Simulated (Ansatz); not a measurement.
**AlN: computed properties**

Theory: Ansatz 0.2.0, DFT PBE, scalar-relativistic, plane waves, PAW.

Plane waves to 420 eV, a k mesh through Γ of 10×10×10 on the computed 2-atom cell and Gaussian smearing (0.02 eV); no spin polarisation.

The structure is relaxed at this level of theory with its symmetry kept, and needn't be the ground state of this composition.

```cif
data_structure
_symmetry_space_group_name_H-M 'P 1'
_symmetry_Int_Tables_number 1
_cell_length_a 3.1134
_cell_length_b 3.1134
_cell_length_c 3.1134
_cell_angle_alpha 60.000
_cell_angle_beta 60.000
_cell_angle_gamma 60.000
_cell_volume 21.34
loop_
_atom_site_label
_atom_site_type_symbol
_atom_site_fract_x
_atom_site_fract_y
_atom_site_fract_z
_atom_site_occupancy
Al1 Al 0.25000 0.25000 0.25000 1
N1 N 0.50000 0.50000 0.50000 1
```

(1) Formation energy from the elements' standard states (uncorrected)?

(2) Kohn–Sham band gap?

(3) Orbital (Löwdin) character of the top 1 eV of the valence band?

(4) Orbital (Löwdin) character of the lowest 1 eV of the conduction band?

(5) Bader charge by site (e)?

Answers

(1) -1.347 eV/atom.

(2) 3.31 eV.

(3) N 2p 89 %, Al 3p 8 %.

(4) Al 3p 60 %, N 2s 18 %, N 2p 7 %, unprojected 14 %.

(5) Al (1 in the cell) 2.42, N (1 in the cell) -2.42.

The cell was found from a structure generator's guess, not taken from experiment. Kohn–Sham gaps at this level usually fall short of measured ones. Löwdin shares on free-atom orbitals overweight diffuse shells in the empty bands.
